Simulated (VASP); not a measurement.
# Au in VASP: further runs, part 2 of 2

VASP 6.6.1.

## (4) Single point, PBEsol

INCAR

```
SYSTEM = Au
PREC = Accurate
ENCUT = 520
EDIFF = 1E-6
ISMEAR = 1
SIGMA = 0.1
LREAL = .FALSE.
LASPH = .TRUE.
NELM = 80
ALGO = Fast
ISIF = 2
LWAVE = .FALSE.
LCHARG = .FALSE.
LDIPOL = .TRUE.
IDIPOL = 3
DIPOL = 0.5 0.5 0.500
GGA = PS
NBANDS = 42
LVHAR = .TRUE.
LVACPOTAV = .TRUE.
ICORELEVEL = 1
KPAR = 2
```

KPOINTS

```
Automatic mesh
0
G
  15 15 1
  0 0 0
```

POSCAR

```
Au                                      
1.0
    2.8862034100      0.0000000000      0.0000000000
   -1.4431017000      2.4995254700      0.0000000000
    0.0000000000      0.0000000000     26.7828760600
  Au            
     6
Direct
     0.6666666699999979    0.3333333300000021    0.2797694900621127
     0.3333333300000021    0.6666666699999979    0.3683125432190895
     0.0000000000000000    0.0000000000000000    0.4558677115934164
     0.6666666699999979    0.3333333300000021    0.5441322884065835
     0.3333333300000021    0.6666666699999979    0.6316874567809105
     0.0000000000000000    0.0000000000000000    0.7202305099378873
```

Potentials or basis: VASP PAW PBE potentials, release 64 (Au).

Launch:

```console
$ cat potpaw_PBE.64/Au/POTCAR > POTCAR
$ mpirun -np 2 vasp_std > vasp.out
```

OUTCAR:

```text
SYSTEM = Au
   PREC = Accurate
   ENCUT = 520
   EDIFF = 1E-6
   ISMEAR = 1
   LREAL = .FALSE.
   LASPH = .TRUE.
   NELM = 80
   ISIF = 2
   GGA = PS

 ion  position               nearest neighbor table
   1  0.667  0.333  0.280-   2 2.90   2 2.90   2 2.90
   2  0.333  0.667  0.368-   3 2.88   3 2.88   3 2.88   1 2.90   1 2.90   1 2.90
   3  0.000  0.000  0.456-   2 2.88   2 2.88   2 2.88   4 2.89   4 2.89   4 2.89
   4  0.667  0.333  0.544-   5 2.88   5 2.88   5 2.88   3 2.89   3 2.89   3 2.89
   5  0.333  0.667  0.632-   4 2.88   4 2.88   4 2.88   6 2.90   6 2.90   6 2.90
   6  0.000  0.000  0.720-   5 2.90   5 2.90   5 2.90

  LATTYP: Found a hexagonal cell.
 ALAT       =     2.8862034100
 C/A-ratio  =     9.2796217921

  Lattice vectors:

 A1 = (   2.8862034100,   0.0000000000,   0.0000000000)
 A2 = (  -1.4431017000,   2.4995254700,   0.0000000000)
 A3 = (   0.0000000000,   0.0000000000,  26.7828760600)

Analysis of symmetry for initial positions (statically):
=====================================================================
 Subroutine PRICEL returns:
 Original cell was already a primitive cell.

[... 211 lines left out ...]
 Fermi energy:         2.3520730351

 k-point     1 :       0.0000    0.0000    0.0000
  band No.  band energies     occupation
      1      -7.3496      2.00000
      2      -6.6767      2.00000
      3      -5.8083      2.00000
      4      -5.1555      2.00000
      5      -4.7846      2.00000
      6      -4.7510      2.00000
[... 1069 lines left out ...]
     41       8.3696      0.00000
     42       8.7902      0.00000

 [... further k-points ...]

------------------------ aborting loop because EDIFF is reached ----------------------------------------

  FORCE on cell =-STRESS in cart. coord.  units (eV):
  Direction    XX          YY          ZZ          XY          YZ          ZX
  --------------------------------------------------------------------------------------
  -------------------------------------------------------------------------------------
  Total       -3.2153550     -3.2153550      0.1278225     -0.0000000      0.0000000      0.0000000
  in kB      -26.6623114    -26.6623113      1.0599276     -0.0000001      0.0000000      0.0000000
  external PRESSURE =     -17.4215650 kB  Pullay stress =       0.0000000 kB

 VOLUME and BASIS-vectors are now :
 -----------------------------------------------------------------------------
  energy-cutoff  :      520.00
  volume of cell :      193.22
      direct lattice vectors                 reciprocal lattice vectors
     2.886203410  0.000000000  0.000000000     0.346475926  0.200037969  0.000000000
    -1.443101700  2.499525470  0.000000000     0.000000000  0.400075939  0.000000000
     0.000000000  0.000000000 26.782876060     0.000000000  0.000000000  0.037337290

 POSITION                                       TOTAL-FORCE (eV/Angst)
 -----------------------------------------------------------------------------------
      1.44310      0.83318      7.49303        -0.000000      0.000000     -0.018175
     -0.00000      1.66635      9.86447         0.000000      0.000000     -0.003793
      0.00000      0.00000     12.20945        -0.000000     -0.000000      0.014446
      1.44310      0.83318     14.57343        -0.000000      0.000000     -0.014446
     -0.00000      1.66635     16.91841         0.000000     -0.000000      0.003793
      0.00000      0.00000     19.28984         0.000000     -0.000000      0.018175
 -----------------------------------------------------------------------------------
    total drift:                               -0.000000      0.000000      0.000001

  FREE ENERGIE OF THE ION-ELECTRON SYSTEM (eV)
  ---------------------------------------------------
  free  energy   TOTEN  =       -22.6521613701 eV

  energy  without entropy=      -22.6489535070  energy(sigma->0) =      -22.65109208

 vacuum level on the upper side and lower side of the slab         7.675         7.675
```

Run time: 95 s. Hardware: 2 MPI ranks of Intel Xeon Platinum 8488C (Sapphire Rapids), shared host; peak memory 0.4 GiB.

What came out:

| Item | Value |
| --- | --- |
| Free energy | -22.6522 eV |
| Largest force | 0.018 eV/Å |
| Band gap on the k mesh | none (metal or under the smearing width) |
| Work function of the upper face | 5.32 eV |
| Work function of the lower face | 5.32 eV |

Forces on the atoms (eV/Å):
```
Au   0.000  0.000 -0.018
Au   0.000  0.000 -0.004
Au   0.000  0.000  0.014
Au   0.000  0.000 -0.014
Au   0.000  0.000  0.004
Au   0.000  0.000  0.018
```

Levels at points of the mesh, in eV from the Fermi level:
| k point | band 31 | band 32 | band 33 | band 34 | band 35 | band 36 | band 37 | band 38 |
| --- | --- | --- | --- | --- | --- | --- | --- | --- |
| (0.00, 0.00, 0.00) | -2.46 | -2.06 | -2.06 | -1.91 | -1.91 | -0.73 | -0.06 | 4.35 |

Core levels (eV, on the scale of the bands):
| atom | levels |
| --- | --- |
| 1 Au | 1s -80743.5, 2s -14239.7, 2p -12305.9, 3s -3357.1, 3p -2796.4, 3d -2198.7, 4s -724.6, 4p -540.8, 4d -320.5, 4f -75.9, 5s -102.8, 5p -54.1 |
| 2 Au | 1s -80743.8, 2s -14240.0, 2p -12306.2, 3s -3357.4, 3p -2796.8, 3d -2199.0, 4s -724.9, 4p -541.1, 4d -320.8, 4f -76.2, 5s -103.2, 5p -54.5 |
| 3 Au | 1s -80743.9, 2s -14240.1, 2p -12306.4, 3s -3357.5, 3p -2796.9, 3d -2199.2, 4s -725.0, 4p -541.2, 4d -320.9, 4f -76.3, 5s -103.3, 5p -54.6 |
| 4 Au | 1s -80743.9, 2s -14240.1, 2p -12306.4, 3s -3357.5, 3p -2796.9, 3d -2199.2, 4s -725.0, 4p -541.2, 4d -320.9, 4f -76.3, 5s -103.3, 5p -54.6 |
| 5 Au | 1s -80743.8, 2s -14240.0, 2p -12306.2, 3s -3357.4, 3p -2796.8, 3d -2199.0, 4s -724.9, 4p -541.1, 4d -320.8, 4f -76.2, 5s -103.2, 5p -54.5 |
| 6 Au | 1s -80743.5, 2s -14239.7, 2p -12305.9, 3s -3357.1, 3p -2796.4, 3d -2198.7, 4s -724.6, 4p -540.8, 4d -320.5, 4f -75.9, 5s -102.8, 5p -54.1 |

Caveat: the PAW data sets were made with another functional, which shifts forces and pressure a little. The run has no spin-orbit coupling, so splittings on Au are missing.
